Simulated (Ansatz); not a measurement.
Runs of Ansatz 0.2.0 on CuO (Tenorite). It takes space group C2/c (No. 15, monoclinic). The conventional cell has a = 4.684 Å, b = 3.423 Å, c = 5.129 Å, α = 90.00°, β = 99.54°, γ = 90.00°. Around Cu (site symmetry -1) lie 4 O at 1.95 to 1.96 Å. O (site symmetry 2) is surrounded by 4 Cu at 1.95 to 1.96 Å. 

| level | U | hubbard projectors | double counting | gap on the mesh (eV) | pressure (GPa) | relaxed volume (Å³/atom) |
| --- | --- | --- | --- | --- | --- | --- |
| r2SCAN+U | Cu d U = 6 eV | ortho-atomic (the default) | fll (the default) | none | 0.0 | 10.93 |
| r2SCAN+U | Cu d U = 3 eV | ortho-atomic (the default) | fll (the default) | none | 0.0 | 10.82 |
| r2SCAN+U | Cu d U = 1 eV | ortho-atomic (the default) | fll (the default) | none | 0.0 | 10.76 |
| r2SCAN+U | Cu d U = 4 eV | ortho-atomic (the default) | fll (the default) | none | 0.0 | 10.85 |
| r2SCAN+U | Cu d U = 8 eV | ortho-atomic (the default) | fll (the default) | none | 0.0 | 10.83 |
| r2SCAN | - | - | - | none | 0.0 | (a) |
| r2SCAN+U | Cu d U = 5 eV | ortho-atomic (the default) | fll (the default) | none | 0.0 | (b) |
| r2SCAN+U | Cu d U = 2 eV | ortho-atomic (the default) | fll (the default) | none | 0.0 | (c) |

Alike in all rows: task relaxation of cell and atoms; potentials or basis Ansatz PAW; no spin polarisation; cell relaxed; k mesh 10 × 10 × 5; cutoff (eV) 500; smearing fermi-dirac 0.05 eV.

**Question.** Fill in the values left out.

**Answer.** (a) 10.73; (b) 10.88; (c) 10.79.

Caveats: the plane-wave basis is chosen anew once the cell has moved, so the energies of steps on either side of that aren't comparable; the run has no spin polarisation, though such a crystal can be magnetic; the PAW data sets come from PBE, with cores solved anew for the run's functional, which leaves a small shift of forces and pressure; U without spin polarisation on a metal has little footing (some runs); semilocal functionals often make such compounds metallic where correlation or magnetic order opens a gap, which also shifts bond lengths (some runs).

A gap of «none» marks a metal or a gap under the smearing width.
